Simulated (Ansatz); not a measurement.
A run of Ansatz 0.2.0:

input.yaml

```yaml
crystal:
  lattice:
    - [-0.006223, 2.038628, 2.0672]
    - [2.014973, 0.046946, 2.01403]
    - [2.085595, 2.05608, -0.023676]
  atoms:
    - { symbol: Ag, position: [0.002206, 0.028552, -0.010434] }
hamiltonian:
  xc: pbesol
  pseudopotentials: { kind: paw }
kpoints:
  mp_grid: { grid: [11, 11, 11] }
scf:
  occupations: { method: fermi_dirac, width: 0.05 }
output:
  forces: true
  stress: true
  eigenvalues: true
```

Potentials or basis: Ansatz PAW.

Command:

```bash
$ ansatz run input.yaml --threads 2 --pin off --max-ram 5632MiB --backend cpu --events-out ev --progress --plain --runs-dir out
```

Hardware: 2 threads of Arm Neoverse V1, on a shared host.

Question: How long does it take, and how much memory?

Answer: Run time: 4.6 s on 2 threads of Arm Neoverse V1 (shared host), peak memory 0.41 GiB. Counts: scf iterations 6, plane waves 333, k points 666, bands 14.
